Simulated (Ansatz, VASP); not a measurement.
# Pt: VASP beside Ansatz

File INCAR:

```
ALGO = Normal
EDIFF = 1E-7
ENCUT = 520
GGA = PE
ISIF = 2
ISMEAR = -1
LASPH = True
LCHARG = False
LREAL = False
LWAVE = False
NBANDS = 17
NELM = 60
PREC = Accurate
SIGMA = 0.05
```

Contents of KPOINTS:

```
k-points
0
Gamma
  14 14 14
```

The input POSCAR:

```
Pt
1.0
    0.0000000000      2.8086006964      2.8086006964
    2.8086006964      0.0000000000      2.8086006964
    2.8086006964      2.8086006964      0.0000000000
Pt
2
Direct
   -0.1250000000     -0.1250000000     -0.1250000000
    0.1250000000      0.1250000000      0.1250000000
```

Input for Ansatz:

```yaml
crystal:
  lattice:
    - [0.0, 2.8086006964, 2.8086006964]
    - [2.8086006964, 0.0, 2.8086006964]
    - [2.8086006964, 2.8086006964, 0.0]
  atoms:
    - { symbol: Pt, position: [-0.125, -0.125, -0.125] }
    - { symbol: Pt, position: [0.125, 0.125, 0.125] }
kpoints:
  mp_grid: { grid: [14, 14, 14] }
  band_path:
    path:
      - [0.0, 0.0, 0.0]
      - [0.5, 0.0, 0.5]
      - [0.625, 0.25, 0.625]
      - [0.375, 0.375, 0.75]
      - [0.0, 0.0, 0.0]
      - [0.5, 0.5, 0.5]
      - [0.5, 0.25, 0.75]
      - [0.5, 0.0, 0.5]
    npoints: 8
scf:
  occupations: { method: fermi_dirac, width: 0.05 }
hamiltonian:
  xc: pbe
  pseudopotentials: { kind: paw }
output:
  forces: true
  stress: true
  eigenvalues: true
  populations: true
  dos: { projected: true, de: 0.2, e_range: [-14, 8] }
```

Change from the starting cell: volume scaled by 0.92, PAW files.

Alike in both runs: task single point; functional PBE; k mesh 14 × 14 × 14; occupations fermi-dirac, width 0.05 eV; no spin polarisation.

```csv
,VASP,Ansatz
version,VASP 6.6.1,Ansatz 0.2.0
potentials or method,"VASP PAW PBE potentials, release 64 (Pt)","PAW with Ansatz's default frozen-core files, scalar-relativistic"
plane-wave cutoff (eV),520,420
valence electrons in the cell,20,36
```

|  | VASP | Ansatz | Ansatz less VASP |
| --- | --- | --- | --- |
| pressure (GPa) | 11.3 | 12.0 | +0.68 |

The two sets of potentials don't hold the same shells in valence.

Spin-orbit coupling is left out, which matters for the levels of Pt.
